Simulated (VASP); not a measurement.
The system is MgH4.

```
Mg H
1.0
    -1.80728    1.80728    1.75684
     1.80728   -1.80728    1.75684
     1.80728    1.80728   -1.75684
Mg H
1 4
Direct
  0.00000 0.00000 0.00000
  0.25000 0.50000 0.75000
  0.75000 0.50000 0.25000
  0.50000 0.75000 0.25000
  0.50000 0.25000 0.75000
```

The cell comes from a database or a generator and needn't be the stable form of this composition.

The cell isn't the ideal one: 4 H put on empty site 2 of 1 host cells, relaxed.

| Item | Value |
| --- | --- |
| Program | VASP 6.6.1 |
| Task | relaxation of cell and atoms |
| Functional | PBE |
| Potentials or basis | VASP PAW PBE potentials, release 64 (Mg, H) |
| Cutoff | 600 eV |
| k mesh | 8 × 8 × 8 |
| Occupations | gaussian, width 0.1 eV |
| Spin | no spin polarisation |

At the start: pressure 32.4 GPa; volume 4.59 Å³/atom.

**Question.** Where does the relaxation end?

**Answer.** Over 9 steps the energy falls by 123.2 meV/atom and the volume is 6.09 Å³/atom (+32.6 %); space group I4/mmm (No. 139, to 0.05 Å).

The path:
```csv
step,energy change (eV),largest force (eV/Å),pressure (GPa),volume (Å³)
1,0.0000,0.4528,32.40,22.95
2,-0.4598,0.0918,12.71,26.18
3,-0.5811,0.0907,2.60,28.84
4,-0.5861,0.1245,0.66,29.50
5,-0.5861,0.1313,0.27,29.64
6,-0.5962,0.1185,0.19,29.79
7,-0.6135,0.0626,0.17,30.22
8,-0.6159,0.0344,0.28,30.42
9,-0.6159,0.0324,0.29,30.44
```

Final structure:
```xyz
5
Lattice="-1.9446 1.9446 2.0124 1.9446 -1.9446 2.0124 1.9446 1.9446 -2.0124" Properties=species:S:1:pos:R:3 pbc="T T T"
Mg   -1.9446    1.9446    2.0124
H     1.9446    0.9660    0.0000
H     0.0000    0.9786    2.0124
H     0.9786    0.0000    2.0124
H     0.9660    1.9446    0.0000
```

Caveat: the volume moved by over 15 % at a fixed basis, so the end points are rough.
